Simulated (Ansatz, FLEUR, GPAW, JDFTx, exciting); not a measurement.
BP: 6 runs at one level of theory

```
P B
1.0
     0.00000    2.26900    2.26900
     2.26900    0.00000    2.26900
     2.26900    2.26900    0.00000
P B
1 1
Direct
  0.75000 0.75000 0.75000
  0.00000 0.00000 0.00000
```

Alike in all runs: task band structure; functional revPBE; k mesh 10 × 10 × 10; occupations fermi-dirac, width 0.05 eV; no spin polarisation; no spin-orbit coupling. Pressure is positive in compression and, in plane waves, holds the error of the finite cutoff, which Ansatz's Pulay term estimates and takes out. Gaps are the smaller of the mesh's and the band path's.

```
                                                         program and potentials  plane-wave cutoff (eV)                                                                                   notes  band gap (eV)  pressure (GPa)
                                                             Ansatz, Ansatz PAW                     420  potentials made for PBE, which Ansatz adapts in part; Pulay term of +0.12 GPa included           1.26            3.28
     GPAW, the program's PAW data sets (release 1.2.1) made for this functional                     800                                                                                       -           1.26            3.54
exciting, all-electron LAPW+lo, shipped species files, valence relativity iora*                       -                                                                                       -           1.26               -
                                                     FLEUR, all-electron, FLAPW                       -                                                                                       -           1.26               -
                      JDFTx, PseudoDojo-SR-PBE-0.5-standard with smoothed tails                    1034                                                                 potentials made for PBE           1.30               -
                                 Ansatz, all-electron LAPW, scalar-relativistic                       -                                                                                       -           1.26            3.23
```

The band gap spans 1.26 (Ansatz, Ansatz PAW) to 1.30 eV (JDFTx, PseudoDojo-SR-PBE-0.5-standard with smoothed tails), with all-electron results at 1.26. The pressure spans 3.23 (Ansatz, all-electron LAPW, scalar-relativistic) to 3.54 GPa (GPAW, the program's PAW data sets (release 1.2.1) made for this functional), with all-electron results at 3.23. Some sets were made for another functional than the one run, which can shift their rows. The paths' points differ, which is worth about 0.01 eV.

Differences between rows come from potentials, basis sets and numerical settings, since the functional is the same but for its coding. Runs on potential files found faulty are left out.
